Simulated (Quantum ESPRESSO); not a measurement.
Crystal: In.

```
In
1.0
    -1.62547    1.62547    2.47370
     1.62547   -1.62547    2.47370
     1.62547    1.62547   -2.47370
In
1
Direct
  0.00000 0.00000 0.00000
```

- Program: Quantum ESPRESSO 7.5
- Task: phonons
- Functional: PBE
- Potentials or basis: GBRV 1.5 PBE
- Cutoff: 993 eV
- Density cutoff: 7919 eV
- k mesh: 8 × 8 × 8, shifted
- Occupations: methfessel-paxton, width 0.272 eV
- Spin: no spin polarisation
- Mixing beta: 0.5
- Most SCF iterations: 120
- SCF threshold: 2e-10 Ry
- Startingwfc: atomic

The cell and the atoms were relaxed first, to 26.67 Å³/atom (a = 3.415 Å, b = 3.415 Å, c = 3.415 Å, α = 123.21°, β = 123.21°, γ = 84.52°), and the response was taken there.

At S1 the frequencies are 41 93 100 cm⁻¹, at a pressure of 0.1 GPa.

Q: How do the modes respond when the cell is scaled evenly, at fixed shape?

A: The highest mode has a Grüneisen parameter of 1.67. None of the listed modes softens on compression. Real pressure also changes the shape of this cell, most of all in layered crystals, so these aren't the shifts under hydrostatic load.

Frequencies at 99 % and 101 % of the volume (pressures 0.5 and -0.3 GPa), ions relaxed:
```csv
mode,99 % (cm⁻¹),101 % (cm⁻¹),Grüneisen parameter
1,42.3,40.4,2.31
2,94.6,90.8,2.02
3,101.3,97.9,1.67
```

Modes are matched by their order; those that don't vary smoothly over the three volumes are left out.

Caveat: the k mesh is coarse; the mesh is thin for the phonons of a metal; the q point doesn't lie on the k mesh, which can shift a metal's frequencies strongly unless the mesh is converged.
